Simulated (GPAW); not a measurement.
Runs of GPAW 26.7.0 on ZnS (Wurtzite-2H). It takes space group P6_3mc (No. 186, hexagonal). The conventional cell has a = 3.811 Å, b = 3.811 Å, c = 6.234 Å, α = 90.00°, β = 90.00°, γ = 120.00°. Zn (site symmetry 3m) is surrounded by 4 S at 2.31 to 2.40 Å. S (site symmetry 3m) has 4 Zn at 2.31 to 2.40 Å as nearest neighbours. 

```csv
task,level,potentials or basis,cell,cutoff (eV),band path,band points,optimizer,fmax,max steps,grid spacing,gap on the mesh (eV),pressure (GPa),largest force (eV/Å)
band structure,PBE,"PAW data sets generated in the run's folder for this functional, pw",as given,600,"GMKGALHA,LM,KH",80,-,-,-,-,2.24,2.4,0.33
relaxation of cell and atoms,RPBE+D3,"the program's PAW data sets (release 1.2.1) made for this functional, pw",relaxed to 5 GPa,600,-,-,FIRE,0.02 eV/Å,60,-,2.63,5.0,-
band structure,PBE,"GPAW PAW data sets (gpaw-data 1.2.1), fd",as given,-,"GMKGALHA,LM,KH",60,-,-,-,0.2 Å,2.24,-,0.33
band structure,MS2,"GPAW PAW data sets (gpaw-data 1.2.1), pw",as given,600,"GMKGALHA,LM,KH",80,-,-,-,-,(a),0.3,0.33
relaxation of cell and atoms,PBEsol,"PAW data sets generated in the run's folder for this functional, pw",relaxed to -1 GPa,600,-,-,BFGS,0.01 eV/Å,100,-,(b),-1.0,0.01
```

Alike in all rows: no spin polarisation; k mesh 6 × 6 × 3; smearing fermi-dirac 0.05 eV.

**Question.** Estimate the missing entries.

**Answer.** (a) 2.62; (b) 2.10.

Caveats: later steps reuse the first step's grids (some runs); the real-space grid adds noise to forces (some runs); the PAW data sets were made with another functional, which shifts forces and pressure a little (some runs).

